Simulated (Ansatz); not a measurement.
## Ni in Ansatz: the effect of fixed moment

Ni:

```
CELL_PARAMETERS angstrom
0.00000 1.73757 1.73757
1.73757 0.00000 1.73757
1.73757 1.73757 0.00000
ATOMIC_POSITIONS crystal
Ni 0.00000 0.00000 0.00000
```

Alike in all runs:

```yaml
Program: Ansatz 0.2.0
Task: single point
Functional: PBEsol
Potentials_or_basis: Ansatz PAW
Cutoff: "420 eV (not typed: the program's choice for these potentials)"
k_mesh: 11 × 11 × 11
Occupations: fermi-dirac, width 0.05 eV
```

Problem. One run gave: energy over the lowest run 50.3 meV/atom; pressure -3.4 GPa. Which fixed moment did it use?
A. 0
B. 2
C. 1
D. 1.5
E. 1.2

Solution. A.

```tsv
fixed moment	spin	starting moments	energy over the lowest run (meV/atom)	pressure (GPa)
0	collinear spin, program default start	-	50.3	-3.4
0.2	collinear spin, ferromagnetic start	[0.2] μB	41.9	-3.3
0.5	collinear spin, ferromagnetic start	[0.5] μB	0.0	-2.9
0.8	collinear spin, ferromagnetic start	[0.8] μB	15.4	-0.8
1	collinear spin, ferromagnetic start	[1.0] μB	83.7	1.3
1.2	collinear spin, ferromagnetic start	[1.2] μB	238.3	4.6
1.5	collinear spin, ferromagnetic start	[1.5] μB	594.7	10.7
2	collinear spin, ferromagnetic start	[2.0] μB	1738.5	27.6
```

Caveats: the total moment is fixed, so each spin has its own Fermi level; the PAW data sets come from PBE, with cores solved anew for the run's functional, which leaves a small shift of forces and pressure; the thresholds are loose for stress.
